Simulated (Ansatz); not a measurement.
# CdSe: band gap under strain

How does strain move the band edges of CdSe (zincblende), and do the functionals agree on it? States: no strain; -4.0 % biaxial strain in x and y, free along z; -3.0 % biaxial strain in x and y, free along z.

Code: Ansatz 0.2.0. PAW datasets, plane waves. No spin polarisation and no zero-point or thermal motion.

## (1) The structure to begin with

The unstrained cell was relaxed with r2SCAN; in each strained cell the atoms were relaxed again with r2SCAN. Names of k-points are those of the unstrained zone, where strain can split equivalent points. First state: no strain.

It is cubic, F-43m (No. 216); a = 6.136 Å in the conventional setting, 28.87 Å³ an atom. Around Cd lie 4 Se at 2.66 Å; around Se lie 4 Cd at 2.66 Å.

The structure in full:

```xyz
2
Lattice="0.0000 3.0678 3.0678 3.0678 0.0000 3.0678 3.0678 3.0678 0.0000" Properties=species:S:1:pos:R:3 pbc="T T T"
Cd    0.0000    0.0000    0.0000
Se    1.5339    1.5339    1.5339
```

## (2) No strain: PBE

Input file input.yaml:

```yaml
crystal:
  lattice:
    - [0.0, 3.0677809654, 3.0677809654]
    - [3.0677809654, 0.0, 3.0677809654]
    - [3.0677809654, 3.0677809654, 0.0]
  atoms:
    - { symbol: Cd, position: [0.0, 0.0, 0.0] }
    - { symbol: Se, position: [0.25, 0.25, 0.25] }
kpoints:
  mp_grid: { grid: [8, 8, 8] }
  band_path:
    path:
      - [0.0, 0.0, 0.0]
      - [-0.5, -0.5, 0.0]
      - [-0.375, -0.375, 0.25]
      - [-0.375, 0.0, 0.375]
      - [0.0, 0.0, 0.5]
      - [-0.5, -0.25, 0.25]
    npoints: 1
hamiltonian:
  xc: pbe
scf:
  occupations: { method: fermi_dirac, width: 0.02 }
  n_extra_bands: 4
output:
  forces: true
  stress: true
  eigenvalues: true
  write_density: true
  write_potential: true
  elf: true
  volumetric_format: npy
```

On the command line:

```bash
$ ansatz run input.yaml --threads 2 --pin off --max-ram 29491MiB --backend cpu --events-out ev --progress --plain --runs-dir out
```

Further steps of the session: No strain: r2SCAN; No strain: HSE06; No strain: r2SCAN+SOC; No strain: r2SCAN; No strain: G0W0@PBE; -4.0 % biaxial strain in x and y, free along z: PBE; -4.0 % biaxial strain in x and y, free along z: r2SCAN; -4.0 % biaxial strain in x and y, free along z: HSE06; -4.0 % biaxial strain in x and y, free along z: r2SCAN+SOC; -4.0 % biaxial strain in x and y, free along z: r2SCAN; -4.0 % biaxial strain in x and y, free along z: G0W0@PBE; -3.0 % biaxial strain in x and y, free along z: PBE; -3.0 % biaxial strain in x and y, free along z: r2SCAN; -3.0 % biaxial strain in x and y, free along z: HSE06; -3.0 % biaxial strain in x and y, free along z: r2SCAN+SOC; -3.0 % biaxial strain in x and y, free along z: r2SCAN; -3.0 % biaxial strain in x and y, free along z: G0W0@PBE.

What does the calculation give?

As calculated:

Least gap in eV (negative: overlap), with the change from the unstrained cell in brackets. G0W0 is on its own coarse mesh.

```
                                         state  volume change (%)           PBE        r2SCAN         HSE06          G0W0
                                     no strain               +0.0          0.56          1.04          1.48          1.10
-4.0 % biaxial strain in x and y, free along z               -2.8  0.47 (-0.09)  0.96 (-0.08)  1.40 (-0.08)  1.01 (-0.09)
-3.0 % biaxial strain in x and y, free along z               -2.0  0.50 (-0.06)  0.99 (-0.05)  1.43 (-0.05)  1.05 (-0.05)
```

**Reading.** The largest move of the HSE06 gap in the table is -0.079 eV, under -4.0 % biaxial strain in x and y, free along z. PBE and HSE06 differ by 0.93 eV on the unstrained gap, and by at most 0.00 eV on its change: PBE follows the response to strain far better than the gap itself. G0W0 here is at a finite number of bands, screening cutoff and k mesh, not at the basis limit.
